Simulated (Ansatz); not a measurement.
The system is AlRu.

```
Ru Al
1.0
     2.99160    0.00000    0.00000
     0.00000    2.99160    0.00000
     0.00000    0.00000    2.99160
Ru Al
1 1
Direct
  0.50000 0.50000 0.50000
  0.00000 0.00000 0.00000
```

- Program: Ansatz 0.2.0
- Task: relaxation of cell and atoms
- Functional: B3LYP
- Potentials or basis: Ansatz PAW
- Cutoff: 420 eV (not typed: the program's choice for these potentials)
- k mesh: 5 × 5 × 5
- Occupations: fermi-dirac, width 0.05 eV
- Spin: no spin polarisation

At the start: volume 13.39 Å³/atom.

Problem. How do energy, volume and symmetry change on relaxing?

Solution. It ends after 4 steps and the volume is 13.61 Å³/atom (+1.6 %); space group Pm-3m (No. 221, to 0.05 Å).

Step by step:
```
step  energy change (eV)  largest force (eV/Å)  volume (Å³)
   1              0.0000                0.0000        26.77
   2             -0.0041                0.0000        27.32
   3             -0.0044                0.0000        27.22
   4             -0.0047                0.0000        27.22
```

Final structure:
```
Ru Al
1.0
     3.00795    0.00000    0.00000
     0.00000    3.00795    0.00000
     0.00000    0.00000    3.00795
Ru Al
1 1
Direct
  0.50000 0.50000 0.50000
  0.00000 0.00000 0.00000
```

Caveat: the k mesh is coarse (spacing up to 0.42 Å⁻¹), so the values aren't converged, least of all with exact exchange; the plane-wave basis is chosen anew once the cell has moved, so the energies of steps on either side of that aren't comparable; the PAW data sets come from PBE, with cores solved anew for the run's functional, which leaves a small shift of forces and pressure.
